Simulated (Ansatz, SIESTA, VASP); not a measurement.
PbSe: 8 runs at one level of theory

The starting cell:

```
Pb Se
1.0
     0.00000    3.06065    3.06065
     3.06065    0.00000    3.06065
     3.06065    3.06065    0.00000
Pb Se
1 1
Direct
  0.00000 0.00000 0.00000
  0.50000 0.50000 0.50000
```

Alike in all runs: task relaxation of cell and atoms; functional PBE; k mesh 8 × 8 × 8; occupations fermi-dirac, width 0.05 eV; no spin polarisation; no spin-orbit coupling.

| program and potentials | plane-wave cutoff (eV) | notes | equilibrium volume (Å³/atom) |
| --- | --- | --- | --- |
| Ansatz, Ansatz PAW | 420 | 15 valence electrons an atom on average | 30.04 |
| VASP, PBE PAW files Pb, Se, 580 eV | 580 | 5 valence electrons an atom on average | 29.87 |
| VASP, PBE PAW files Pb_d_GW, Se_GW, 680 eV | 680 | 11 valence electrons an atom on average | 30.04 |
| VASP, PBE PAW files Pb, Se, release 54, 580 eV | 580 | 5 valence electrons an atom on average | 29.87 |
| VASP, PBE PAW files Pb_d, Se, release 54, 600 eV | 600 | 10 valence electrons an atom on average | 30.05 |
| VASP, PBE PAW files Pb_d_GW, Se_GW, 630 eV | 630 | 11 valence electrons an atom on average | 30.04 |
| SIESTA, files PseudoDojo sr-pbe-0.4.1-standard, SZP (energy shift 0.05 Ry) | - | atomic basis; 15 valence electrons an atom on average | 25.64 |
| Ansatz, all-electron LAPW, scalar-relativistic | - | - | 30.04 |

The equilibrium volume spans 25.64 (SIESTA, files PseudoDojo sr-pbe-0.4.1-standard, SZP (energy shift 0.05 Ry)) to 30.05 Å³/atom (VASP, PBE PAW files Pb_d, Se, release 54, 600 eV), with all-electron results at 30.04. Relaxations stop with a little pressure left, so the last digit of a volume isn't settled. Rows in atomic bases carry the error of their basis and grid, which can be large.

Differences between rows come from potentials, basis sets and numerical settings, since the functional is the same but for its coding. Runs on potential files found faulty are left out.
